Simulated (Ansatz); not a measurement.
Runs of Ansatz 0.2.0 on TiAl3. It takes space group Pmm2 (No. 25, orthorhombic). Conventional cell: a = 2.840 Å, b = 4.681 Å, c = 4.901 Å, α = 90.00°, β = 90.00°, γ = 90.00°. Ti (site symmetry mm2) is surrounded by 10 Al at 2.83 to 2.85 Å and 2 Ti at 2.84 Å. Around Al (site symmetry mm2) lie 10 Al at 2.81 to 2.86 Å and 2 Ti at 2.85 Å. Al (site symmetry mm2) has 8 Al at 2.81 to 2.86 Å and 4 Ti at 2.85 Å as nearest neighbours. Al (site symmetry mm2) is surrounded by 4 Ti at 2.83 to 2.84 Å and 8 Al at 2.84 to 2.86 Å. The cell comes from a database or a generator and needn't be the stable form of this composition.

```tsv
task	level	k mesh	cutoff (eV)	atoms under strain	gap on the mesh (eV)	V0 of scaled cells (Å³/atom)	B0 (GPa)
equation of state	r2SCAN	9 × 6 × 6	500	-	-	15.96	109
equation of state	LDA	9 × 6 × 6	420	-	-	(a)	109
phonons	PBEsol	8 × 6 × 6	420	-	none	-	-
elastic constants	PBEsol	8 × 6 × 6	420	relaxed	none	-	-
```

Alike in all rows: potentials or basis Ansatz PAW; no spin polarisation; cell as given; smearing fermi-dirac 0.05 eV.

Question: Fill in the values left out.

Answer: (a) 15.47.

Caveats: the cell was scaled at fixed shape and fractional positions, which overstates the stiffness of a crystal with free parameters, most of all of layers and chains (some runs); the PAW data sets come from PBE, with cores solved anew for the run's functional, which leaves a small shift of forces and pressure (some runs); the PAW data sets were made with another functional, which shifts forces and pressure a little (some runs); elastic constants of metals need much finer meshes, so these are rough (some runs).

A gap of «none» marks a metal or a gap under the smearing width.
